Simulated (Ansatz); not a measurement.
**An elastic constant from a strain scan in P**

Theory: DFT PBE+D3(BJ), scalar-relativistic, plane waves, PAW in Ansatz 0.2.0. Settings: plane waves to 420 eV, k-mesh 24×24×24 (Γ-centred), Gaussian smearing 0.15 eV. No spin polarisation. Energies are free energies at this smearing, counted from the undisturbed cell; pressure is positive in compression.

Zero of the scan (relaxed at this level; with this scan's settings it stands at -0.1 GPa; this form isn't the usual structure):

```xyz
2
Lattice="1.7139 0.9895 2.9189 -1.7139 0.9895 2.9189 0.0000 -1.9790 2.9189" Properties=species:S:1:pos:R:3 pbc="T T T"
P     0.0000    0.0000    2.0461
P     0.0000    0.0000    6.7106
```

The cell is strained by ε times the Voigt pattern (1, 0, 0, 0, 0, 0) (xx, yy, zz, yz, xz, xy; engineering shear) with fractional coordinates fixed. The cell holds 2 atoms in V0 = 29.70 Å³. The stress column is τ = (1/V0) dE/dε, got from the stress tensor σ (compression positive) at each point as −det(1 + εP) σ : P(1 + εP)⁻¹, with P the pattern as a tensor.

| ε | ΔE (meV/atom) | τ (GPa) |
| --- | --- | --- |
| -0.0400 | 17.525 | -9.970 |
| -0.0200 | 4.119 | -4.614 |
| 0.0000 | 0.000 | 0.068 |
| 0.0100 | 1.058 | 2.196 |
| 0.0300 | 8.892 | 6.232 |
| 0.0400 | ? | ? |

**Question.** Which combination of elastic constants does this scan measure, and how large is it?

**Answer.** For small ε, τ = τ0 + Kε with K = pᵀCp, which for this pattern is C11 in the Cartesian frame shown. The parabola through τ at ε = -0.0200, 0 and 0.0100 has slope K = 220 GPa at zero. The energies per cell, E = NΔE, of the same two points give K = 2[E(ε₊)/ε₊ − E(ε₋)/ε₋]/[(ε₊ − ε₋)V0] = 224 GPa, in agreement. These are clamped-ion values.

**Question.** Predict the withheld row at ε = 0.0400 from the harmonic law, and compare.

**Answer.** ΔE = V0(τ0 ε + Kε²/2)/N = 16.556 meV/atom and τ = 8.86 GPa. The calculation gives 15.590 meV/atom and 8.22 GPa: the energy lies 6 % below the harmonic value, as bonds soften when stretched.

Forces appear on the atoms along this scan, and letting them relax would lower the energy and soften the response. In a metal these slopes depend on the k mesh and the smearing.